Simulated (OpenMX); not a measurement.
**Ge under changes of volume**

One of the cells (22.639 Å³/atom); the others are scaled copies at fixed shape and fractional positions:

```
Ge
1.0
     0.00000    2.82891    2.82891
     2.82891    0.00000    2.82891
     2.82891    2.82891    0.00000
Ge
2
Direct
  0.75000 0.75000 0.75000
  0.50000 0.50000 0.50000
```

| Quantity | Value |
| --- | --- |
| Program | OpenMX 3.8.5 |
| Functional | PBE |
| Potentials or basis | OpenMX 2013 PBE set, Ge7.0-s2p2d1, fixed grid of 35 × 35 × 35 points |
| k mesh | 9 × 9 × 9 |
| Occupations | fermi-dirac, width 0.05 eV |
| Spin | no spin polarisation |

```tsv
volume (Å³/atom)	energy over the lowest point (meV/atom)	gap on the mesh (eV)
21.281	109.88	0.43
21.733	78.45	0.35
22.186	53.08	0.20
22.639	33.13	none
23.092	17.83	none
23.545	?	?
23.997	0.00	none
```

Task: What does the run at 23.545 Å³/atom give?

Result: Energy over the lowest point 6.97 meV/atom; gap on the mesh none.

Worked out: A Birch-Murnaghan fit of order 3 (a polynomial in V^(-2/3)) to the other rows has no minimum within the range. It gives 7.00 meV/atom at 23.545 Å³/atom, against the run's 6.97.

Energies are extrapolated to zero smearing.

Caveats: the basis of atomic orbitals isn't converged, which shifts pressures, moduli and gaps; an odd mesh through Γ misses points on the zone boundary, where band edges often lie (some runs). Spin-orbit coupling on Ge is left out.

A gap of «none» marks a metal or a gap under the smearing width.
